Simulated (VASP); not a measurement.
Wanted: the native input for a VASP 6.6.1 run.

| Item | Value |
| --- | --- |
| Task | density of states |
| Functional | PBE |
| Potentials or basis | VASP PAW PBE potentials, release 64 (Sc_sv) |
| Cutoff | 520 eV |
| k mesh | 12 × 12 × 12 |
| Occupations | fermi-dirac, width 0.05 eV |
| Spin | collinear spin, typed start |
| Starting moments | [1.0] μB |
| Dipole correction | no |
| k mesh for the DOS | 18 × 18 × 18 |
| Occupations for the DOS | tetrahedron |
| Further INCAR settings | ALGO = Normal; EDIFF = 1e-06; NBANDS = 16 |

The system is Sc.

```xyz
1
Lattice="-1.8790 1.8790 2.3805 1.8790 -1.8790 2.3805 1.8790 1.8790 -2.3805" Properties=species:S:1:pos:R:3 pbc="T T T"
Sc    0.0000    0.0000    0.0000
```

This isn't the form of Sc at room conditions, which is hcp.

One way to write it, as run:

POSCAR

```
Sc
1.0
   -1.8790000000      1.8790000000      2.3805000000
    1.8790000000     -1.8790000000      2.3805000000
    1.8790000000      1.8790000000     -2.3805000000
Sc
1
Direct
    0.0000000000      0.0000000000      0.0000000000
```

INCAR.step1

```
SYSTEM = Sc
ALGO = Normal
EDIFF = 1E-6
ENCUT = 520
GGA = PE
ISIF = 2
ISMEAR = -1
ISPIN = 2
LASPH = .TRUE.
LCHARG = .TRUE.
LMAXMIX = 4
LREAL = .FALSE.
LWAVE = .FALSE.
MAGMOM = 1
NBANDS = 16
NELM = 150
PREC = Accurate
SIGMA = 0.05
```

KPOINTS.step1

```
k-points
0
G
  12 12 12
  0 0 0
```

INCAR.step2

```
SYSTEM = Sc
ALGO = Normal
EDIFF = 1E-6
ENCUT = 520
GGA = PE
ICHARG = 11
ISIF = 2
ISMEAR = -5
ISPIN = 2
LASPH = .TRUE.
LCHARG = .FALSE.
LMAXMIX = 4
LORBIT = 11
LREAL = .FALSE.
LWAVE = .FALSE.
MAGMOM = 1
NBANDS = 16
NEDOS = 2001
NELM = 150
PREC = Accurate
SIGMA = 0.05
```

KPOINTS.step2

```
k-points
0
G
  18 18 18
  0 0 0
```

Potentials or basis: VASP PAW PBE potentials, release 64 (Sc_sv).

The run is started by

```sh
$ cat potpaw_PBE.64/Sc_sv/POTCAR > POTCAR
$ cp INCAR.step1 INCAR
$ cp KPOINTS.step1 KPOINTS
$ mpirun -np 1 vasp_std > vasp.out
$ cp INCAR.step2 INCAR
$ cp KPOINTS.step2 KPOINTS
$ mpirun -np 1 vasp_std > vasp.out
```

It gave:

```yaml
Net_moment: 0.00 μB per cell
Valence_electrons_inside_the_program's_atomic_spheres: Sc 9.15
```

Wall time 4.2 min on 1 thread of Intel(R) Xeon(R) 6975P-C (Granite Rapids), with other jobs on the host, peak memory 0.46 GiB.
